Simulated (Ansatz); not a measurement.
## Te2Mo under changes of volume

One of the cells (24.965 Å³/atom); the others are scaled copies at fixed shape and fractional positions:

```
Te Mo
1.0
     3.51820    0.00000    0.00000
    -1.75910    3.04685    0.00000
     0.00000    0.00000   13.97360
Te Mo
4 2
Direct
  0.66667 0.33333 0.37900
  0.33333 0.66667 0.87900
  0.66667 0.33333 0.12100
  0.33333 0.66667 0.62100
  0.66667 0.33333 0.75000
  0.33333 0.66667 0.25000
```

* Program: Ansatz 0.2.0
* Functional: PBEsol
* Potentials or basis: Ansatz PAW
* Cutoff: 420 eV (not typed: the program's choice for these potentials)
* k mesh: 9 × 9 × 2
* Occupations: fermi-dirac, width 0.05 eV
* Spin: spin-orbit coupling, no magnetisation

| volume (Å³/atom) | energy over the lowest point (meV/atom) | pressure (GPa) | gap on the mesh (eV) | largest force (eV/Å) |
| --- | --- | --- | --- | --- |
| 23.467 | 21.67 | 6.1 | 0.70 | 0.846 |
| 23.966 | 6.97 | 3.4 | 0.72 | 0.512 |
| 24.466 | ? | ? | ? | ? |
| 24.965 | 0.00 | -1.0 | 0.74 | 0.079 |
| 25.464 | 6.17 | -2.9 | 0.75 | 0.340 |
| 25.963 | 17.87 | -4.6 | 0.76 | 0.582 |
| 26.463 | 34.51 | -6.1 | 0.76 | 0.804 |

Question: What does the run at 24.466 Å³/atom give?

Answer: Energy over the lowest point 0.02 meV/atom; pressure 1.1 GPa; gap on the mesh 0.73 eV; largest force 0.205 eV/Å.

Worked out: A Birch-Murnaghan fit of order 3 (a polynomial in V^(-2/3)) to the other rows has its minimum at 24.71 Å³/atom with B0 = V·E''(V) = 104 GPa and B' = 4.6 at fixed shape and positions, which overstates the stiffness. It gives 0.01 meV/atom at 24.466 Å³/atom, against the run's 0.02, and -dE/dV = 1.1 GPa, against 1.1. A straight line through the other rows of the gap, of slope 0.507 eV per unit of ln V, gives 0.73 eV, against the run's 0.73.

Energies are extrapolated to zero smearing.

Caveats: odd divisions of the mesh miss points on the zone boundary, where band edges often lie, so the gap on the mesh can be too wide; this functional lacks dispersion, which binds the layers, so the pressure and a relaxed spacing across them are unreliable; the PAW data sets come from PBE, with cores solved anew for the run's functional, which leaves a small shift of forces and pressure.

A mesh can miss the band edges.
